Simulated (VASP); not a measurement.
A run of VASP 6.6.1 is set up as follows.

INCAR

```
ALGO     = Normal         # electronic algorithm
EDIFF    = 1E-7           # SCF threshold, eV
EDIFFG   = -0.01          # ionic threshold
ENCUT    = 600            # plane-wave cutoff, eV
GGA      = PS             # functional
IBRION   = 2              # ionic algorithm
ISIF     = 2              # what is computed and relaxed
ISMEAR   = 0              # smearing method
LASPH    = T              # aspherical terms in the spheres
LCHARG   = F              # write CHGCAR
LREAL    = F              # projectors in reciprocal space
LWAVE    = F              # write WAVECAR
NELM     = 80             # most SCF steps
NSW      = 40             # ionic steps
PREC     = Accurate       # precision mode
SIGMA    = 0.03           # smearing width, eV
```

KPOINTS

```
k-points
0
Gamma
  8 8 8
```

POSCAR

```
KMgF3                                   
1.0
    4.0097407663      0.0000000000      0.0000000000
    0.0000000000      4.0097407663      0.0000000000
    0.0000000000      0.0000000000      4.0097407663
  K               Mg              F             
     1     1     3
Direct
     0.5000000000000000    0.5000000000000000    0.5000000000000000
     0.0000000000000000    0.0000000000000000    0.0000000000000000
     0.5000000000000000    0.0000000000000000    0.0000000000000000
     0.0000000000000000    0.5000000000000000    0.0000000000000000
     0.0000000000000000    0.0000000000000000    0.5000000000000000
```

Potentials or basis: VASP PAW PBE potentials, release 64 (K_sv, Mg, F).

The run is started by

```console
$ cat potpaw_PBE.64/K_sv/POTCAR potpaw_PBE.64/Mg/POTCAR potpaw_PBE.64/F/POTCAR > POTCAR
$ mpirun -np 1 vasp_std > vasp.out
```

Task: What does it give for the band gap on the k mesh?

Result: 6.99 eV, indirect (least direct gap 7.32 eV).

Final structure:
```yaml
crystal:
  lattice:
    - [4.00974, 0.00000, 0.00000]
    - [0.00000, 4.00974, 0.00000]
    - [0.00000, 0.00000, 4.00974]
  atoms:
    - { symbol: K, position: [0.50000, 0.50000, 0.50000] }
    - { symbol: Mg, position: [0.00000, 0.00000, 0.00000] }
    - { symbol: F, position: [0.50000, 0.00000, 0.00000] }
    - { symbol: F, position: [0.00000, 0.50000, 0.00000] }
    - { symbol: F, position: [0.00000, 0.00000, 0.50000] }
```

Caveat: the relaxation stopped at its first step, so nothing moved. A k mesh can miss the band edges.
